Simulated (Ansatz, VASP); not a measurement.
# BN: VASP beside Ansatz

INCAR

```
SYSTEM = BN
PREC     = Accurate       ! precision mode
ENCUT    = 520            ! plane-wave cutoff, eV
EDIFF    = 1E-8           ! SCF threshold, eV
ISMEAR   = -1             ! smearing method
SIGMA    = 0.02           ! smearing width, eV
LREAL    = .FALSE.        ! projectors in reciprocal space
LASPH    = .TRUE.         ! aspherical terms in the spheres
NELM     = 80             ! most SCF steps
ALGO     = Normal         ! electronic algorithm
ISIF     = 2              ! what is computed and relaxed
LWAVE    = .FALSE.        ! write WAVECAR
LCHARG   = .FALSE.        ! write CHGCAR
GGA      = CA             ! functional
LEFG     = .TRUE.       
NBANDS   = 16             ! bands
```

Contents of KPOINTS:

```
Automatic mesh
0
G
  14 14 5
  0 0 0
```

Contents of POSCAR:

```
BN
1.0
    2.4982400000      0.0000000000      0.0000000000
   -1.2491200000      2.1635393048      0.0000000000
    0.0000000000      0.0000000000      6.6357000000
B N
2 2
Direct
    0.3333333333      0.6666666667      0.2500000000
    0.6666666667      0.3333333333      0.7500000000
    0.3333333333      0.6666666667      0.7500000000
    0.6666666667      0.3333333333      0.2500000000
```

Input for Ansatz:

```yaml
crystal:
  lattice:
    - [2.49824, 0.0, 0.0]
    - [-1.24912, 2.1635393048, 0.0]
    - [0.0, 0.0, 6.6357]
  atoms:
    - { symbol: B, position: [0.3333333333, 0.6666666667, 0.25] }
    - { symbol: B, position: [0.6666666667, 0.3333333333, 0.75] }
    - { symbol: "N", position: [0.3333333333, 0.6666666667, 0.75] }
    - { symbol: "N", position: [0.6666666667, 0.3333333333, 0.25] }
kpoints:
  mp_grid: { grid: [14, 14, 5] }
scf:
  occupations: { method: fermi_dirac, width: 0.02 }
hamiltonian:
  xc: lda
  pseudopotentials: { kind: paw }
output:
  forces: true
  stress: true
  populations: true
  efg:
    quadrupole_moments_barn: { B: 0.04059, "N": 0.02044 }
    contact_densities: true
```

Alike in both runs: task electric field gradients; functional LDA; k mesh 14 × 14 × 5; occupations fermi-dirac, width 0.02 eV; no spin polarisation.

|  | VASP | Ansatz |
| --- | --- | --- |
| version | VASP 6.6.1 | Ansatz 0.2.0 |
| potentials or method | VASP PAW LDA potentials, release 64 (B, N) | plane-wave PAW, scalar-relativistic |
| plane-wave cutoff (eV) | 520 | 420 |
| valence electrons in the cell | 16 | 16 |

Ansatz gave:

| Item | Value |
| --- | --- |
| gap on the k mesh at the Fermi level (eV) | 4.07 |
| pressure (GPa) | -2.9 |
| largest component of the traceless stress (GPa) | 2.39 |
| Vzz of the field gradient on the site that differs most (V/Å²) | 28.6 |

**Question.** Which values does VASP return?

**Answer.** gap on the k mesh at the Fermi level (eV): 4.06; pressure (GPa): -2.5; largest component of the traceless stress (GPa): 1.78; Vzz of the field gradient on the site that differs most (V/Å²): 35.2.

Caveats: an odd mesh through Γ misses points on the zone boundary, where band edges often lie. A hybrid or GW would open this gap; LDA tends to underestimate it.
